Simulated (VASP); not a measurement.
# GaP: relaxation of cell and atoms with PBE

GaP:

```
CELL_PARAMETERS angstrom
2.94339 0.00000 0.00000
0.00000 2.94339 0.00000
0.00000 0.00000 2.94339
ATOMIC_POSITIONS crystal
Ga 0.00000 0.00000 0.00000
P 0.50000 0.50000 0.50000
```

The cell was built by a generator and needn't be a form met in nature.

```json
{
 "Program": "VASP 6.6.1",
 "Task": "relaxation of cell and atoms",
 "Functional": "PBE",
 "Potentials or basis": "VASP PAW PBE potentials, release 64 (Ga_d, P)",
 "Cutoff": "600 eV",
 "k mesh": "8 × 8 × 8",
 "Occupations": "fermi-dirac, width 0.02 eV",
 "Spin": "no spin polarisation",
 "Dipole correction": "no",
 "Further INCAR settings": "ALGO = Normal; EDIFF = 1e-06; IBRION = 2; EDIFFG = -0.005; NSW = 80; ISIF = 3"
}
```

The relaxed volume is 16.51 Å³/atom and the relaxed cell is a = 3.208 Å, b = 3.208 Å, c = 3.208 Å, α = 90.00°, β = 90.00°, γ = 90.00°. The space group after relaxing (to 0.05 Å) is Pm-3m (No. 221). The energy gained by relaxing is 334.9 meV/atom. The ionic steps are 5. The pressure after relaxing is 0.0 GPa.

Step by step:
| step | energy change (eV) | largest force (eV/Å) | pressure (GPa) | volume (Å³) |
| --- | --- | --- | --- | --- |
| 1 | 0.0000 | 0.0000 | 36.12 | 25.50 |
| 2 | -0.5504 | 0.0000 | -6.67 | 37.65 |
| 3 | -0.6697 | 0.0000 | 0.20 | 32.92 |
| 4 | -0.6697 | 0.0000 | -0.14 | 33.08 |
| 5 | -0.6698 | 0.0000 | -0.01 | 33.02 |

Final structure:
```
Ga P
1.0
     3.20813    0.00000    0.00000
     0.00000    3.20813    0.00000
     0.00000    0.00000    3.20813
Ga P
1 1
Direct
  0.00000 0.00000 0.00000
  0.50000 0.50000 0.50000
```

Levels at points of the mesh, in eV from the Fermi level:
| k point | band 7 | band 8 | band 9 | band 10 | band 11 | band 12 |
| --- | --- | --- | --- | --- | --- | --- |
| (0.00, 0.00, 0.00) | -1.18 | -0.91 | -0.91 | -0.91 | 4.29 | 4.29 |
| (0.50, 0.00, 0.00) | -8.84 | 1.07 | 1.07 | 3.36 | 3.77 | 4.81 |
| (0.50, 0.50, 0.00) | -5.74 | -5.74 | -4.86 | 1.92 | 7.49 | 7.49 |
| (0.50, 0.50, 0.50) | -2.97 | -2.97 | -2.97 | -1.64 | -0.86 | -0.86 |

Wall time 21 s on 1 thread of Intel(R) Xeon(R) Platinum 8488C (Sapphire Rapids), on a shared host, peak memory 0.14 GiB.

Caveat: the volume moved by over 15 % at a fixed basis, so the end points are rough; the bands computed are all filled at some k points, so no gap is given.
